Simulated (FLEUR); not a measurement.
## Bi under changes of volume

One of the cells (35.070 Å³/atom); the others are scaled copies at fixed shape and fractional positions:

```
Bi
1.0
     2.26750    1.30914    3.93800
    -2.26750    1.30914    3.93800
     0.00000   -2.61828    3.93800
Bi
2
Cartesian
  0.0000 0.0000 9.0495
  0.0000 0.0000 2.7645
```

- Program: FLEUR MaX-R8.1 (later development tree)
- Functional: AM05
- Potentials or basis: all-electron
- Basis: FLAPW
- Kmax: 4.1 1/bohr
- k mesh: 7 × 7 × 7
- Occupations: fermi-dirac, width 0.05 eV
- Spin: no spin polarisation

```csv
volume (Å³/atom),energy over the lowest point (meV/atom),gap on the mesh (eV)
32.965,?,?
33.667,9.71,0.28
35.070,0.00,0.26
36.472,6.95,0.24
37.174,15.69,0.23
```

What does the run at 32.965 Å³/atom give?

Energy over the lowest point 22.04 meV/atom; gap on the mesh 0.29 eV.

Worked out: A Birch-Murnaghan fit of order 2 (a polynomial in V^(-2/3)) to the other rows has its minimum at 35.14 Å³/atom with B0 = V·E''(V) = 47 GPa at fixed shape and positions, which overstates the stiffness. It gives 21.94 meV/atom at 32.965 Å³/atom, against the run's 22.04. A straight line through the other rows of the gap, of slope -0.504 eV per unit of ln V, extrapolates to 0.29 eV, against the run's 0.29.

Energies are extrapolated to zero smearing.

Caveats: spin-orbit coupling is left out, which as a rule narrows the gap of such compounds by several tenths of an eV; an odd mesh through Γ misses points on the zone boundary, where band edges often lie.
